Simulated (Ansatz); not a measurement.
Runs of Ansatz 0.2.0 on Si2Mo. Symmetry: I4/mmm, No. 139, tetragonal system. Conventional cell: a = 3.200 Å, b = 3.200 Å, c = 7.861 Å, α = 90.00°, β = 90.00°, γ = 90.00°. Mo (site symmetry 4/mmm) is surrounded by 10 Si at 2.62 Å. Around Si (site symmetry 4mm) lie 5 Si at 2.61 to 2.63 Å and 5 Mo at 2.62 Å. 

```tsv
task	level	spin	cell	k mesh	smearing	points for each segment of the path	gap on the mesh (eV)	pressure (GPa)	largest force (eV/Å)
band structure	LDA	off	as given	12 × 12 × 12	fermi-dirac 0.05 eV	14	none	(a)	0.38
band structure	PBE	SOC, no magnetisation	as given	9 × 9 × 9	fermi-dirac 0.05 eV	14	none	2.3	0.31
relaxation of cell and atoms	LDA	off	relaxed	12 × 12 × 12	fermi-dirac 0.05 eV	-	-	0.0	0.01
single point	PBE	off	as given	12 × 12 × 12	gaussian 0.011 eV	-	none	2.2	0.28
band structure	PBE	off	as given	12 × 12 × 12	fermi-dirac 0.05 eV	14	none	2.2	0.28
```

Alike in all rows: potentials or basis Ansatz PAW; cutoff (eV) 420.

Question: Fill in the values left out.

Answer: (a) -6.1.

Caveats: the PAW data sets come from PBE, with cores solved anew for the run's functional, which leaves a small shift of forces and pressure (some runs); the plane-wave basis is chosen anew once the cell has moved, so the energies of steps on either side of that aren't comparable (some runs).

A k mesh can miss the band edges, and rows without SOC leave out spin-orbit coupling on Mo.

A gap of «none» marks a metal or a gap under the smearing width.
